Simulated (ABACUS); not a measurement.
Crystal: MgS (Niningerite).

```
CELL_PARAMETERS angstrom
0.00000 2.60165 2.60165
2.60165 0.00000 2.60165
2.60165 2.60165 0.00000
ATOMIC_POSITIONS crystal
S 0.50000 0.50000 0.50000
Mg 0.00000 0.00000 0.00000
```

Base run:

- Program: ABACUS 3.10.1
- Functional: PBEsol
- Potentials or basis: PseudoDojo NC SR 0.5 PBE stringent
- Cutoff: 1143 eV
- Density cutoff: 4572 eV
- Basis: plane waves
- k mesh: 7 × 7 × 7
- Occupations: fermi-dirac, width 0.05 eV
- Spin: no spin polarisation

Its results: band gap on the k mesh 2.90 eV, indirect (least direct gap 3.58 eV); pressure -0.7 GPa.

**Question.** The run is repeated on the same cell with these changes: functional from PBEsol to LDA; potentials or basis from PseudoDojo NC SR 0.5 PBE stringent to PseudoDojo NC SR 0.4.1 LDA stringent. What comes out?

**Answer.** Band gap on the k mesh 2.77 eV, indirect (least direct gap 3.48 eV); pressure -3.2 GPa.

Caveats: an odd mesh through Γ misses points on the zone boundary, where band edges often lie; the potentials were made for another functional, which shifts forces and pressure (some runs).

Not every run made on this cell is shown here.
